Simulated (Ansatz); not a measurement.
A band-structure calculation of Cu2O (started from an entry of an open crystallographic database) with the plane-wave code Ansatz, at the level PBE. Cell and atoms come from a relaxation with r2SCAN.

```yaml
crystal:
  lattice:
    - [4.2460804562, 0.0, 0.0]
    - [0.0, 4.2460804562, 0.0]
    - [0.0, 0.0, 4.2460804562]
  atoms:
    - { symbol: Cu, position: [0.25, 0.25, 0.25] }
    - { symbol: Cu, position: [0.25, 0.75, 0.75] }
    - { symbol: Cu, position: [0.75, 0.75, 0.25] }
    - { symbol: Cu, position: [0.75, 0.25, 0.75] }
    - { symbol: O, position: [0.0, 0.0, 0.0] }
    - { symbol: O, position: [0.5, 0.5, 0.5] }
kpoints:
  mp_grid: { grid: [6, 6, 6] }
  band_path:
    path:
      - [[0.0, 0.0, 0.0], [1.741711297403e-51, 0.5, 7.559638291721e-36], [0.5, 0.5, -3.401837231274e-35], [0.0, 0.0, 0.0], [0.5, 0.5, 0.5], [1.741711297403e-51, 0.5, 7.559638291721e-36]]
      - [[0.5, 0.5, 0.5], [0.5, 0.5, -3.401837231274e-35]]
    npoints: 10
hamiltonian:
  xc: pbe
scf:
  occupations: { method: fermi_dirac, width: 0.02 }
  n_extra_bands: 5
output:
  forces: true
  stress: true
  eigenvalues: true
```

In the abridged output below, numbers in square brackets stand for lines, or ends of lines, that were taken out.
```
scf.n_extra_bands = 5 over 44 filled bands (N_el = 88.0): the run solves 49 bands
Pseudopotential: Cu, paw, valence charge 19, recommended cutoff 420 eV (normal)
Pseudopotential: O, paw, valence charge 6, recommended cutoff 420 eV (normal)
Functional definition: PBE
Crystal: 6 atoms, lattice volume = 76.553 Å³
Basis set: ecut = 420 eV, 1503 PW (Γ)
Symmetry: 48 space group operations
Space group: Pn-3m (ITA 224)
k-points: 20 of 216
SCF 1 converged in 7 iterations: F = -27632.952001 eV  dr2 = 7.56e-8
NSCF: frozen V_eff on 62 k-points
Free energy (F): -27632.952001 eV
[1]
--- Per-component energies (eV) ---
  E_band       = -1818.729897
  E_kinetic    = 1545.602811
  E_local      = -19670.902343
  E_nonlocal   = 1675.521634
  E_hartree    = 8587.128832
  E_xc         = -499.106592
  E_vxc        = -641.637092
  E_paw        = -6980.784252
  E_vpaw       = -1901.610737
  E_ewald      = -12290.418073
--- Stress (GPa, compression-positive) ---
[2]
--- Band table (eV; the first three rows and the last of 20) ---
[3]
```

The rows of the band table are 0: (0, 0, 0) = Γ, 1: (0, 0, 1/6), 2: (0, 0, 1/3), 19: (-1/2, -1/2, -1/2) = R.

Problem. What stood in the gaps? They hold the Fermi energy and the band table, the stress.

Solution.
```
[1]
Fermi energy:    11.461712 eV
[2]
        4.489574       0.000000       0.000000
        0.000000       4.489574       0.000000
        0.000000       0.000000       4.489574
  P = ⅓ Tr σ = 4.4896 GPa (44.896 kbar)
[3]
  k-point 0: bands = […, 9.5935, 9.5935, 9.5935, 11.1714, 11.1714, 11.1714, 11.7276, 12.3497, 12.3497, 19.1424, …]
  k-point 1: bands = […, 9.4551, 9.5686, 9.5686, 10.2852, 11.1020, 11.1020, 11.9679, 12.7940, 13.2924, 18.6651, …]
  k-point 2: bands = […, 9.4928, 9.4928, 9.7445, 9.7445, 10.9162, 10.9162, 12.6209, 13.8866, 13.9204, 17.1736, …]
  k-point 19: bands = […, 9.5389, 9.5389, 10.1767, 10.5946, 10.5946, 10.5946, 13.5795, 13.5795, 13.5795, 16.0789, …]
```
Only the leading digits can be foreseen; the rest is this run's record.

With PBE the gap is 0.56 eV and direct, at Γ. Edges are sought over the mesh and the listed points. The mean pressure is +4.49 GPa (compression positive), so PBE would enlarge the cell's volume.

Command: `ansatz run input.yaml --threads 4 --pin off --max-ram 7372MiB --backend cpu --events-out ev --progress --plain --runs-dir out`. Wall time 2.7 s on 4 threads of Arm Neoverse V2, with other jobs on the host, load about 0.9 per core; peak host memory 0.4 GiB.

No spin polarisation and no zero-point or thermal motion.
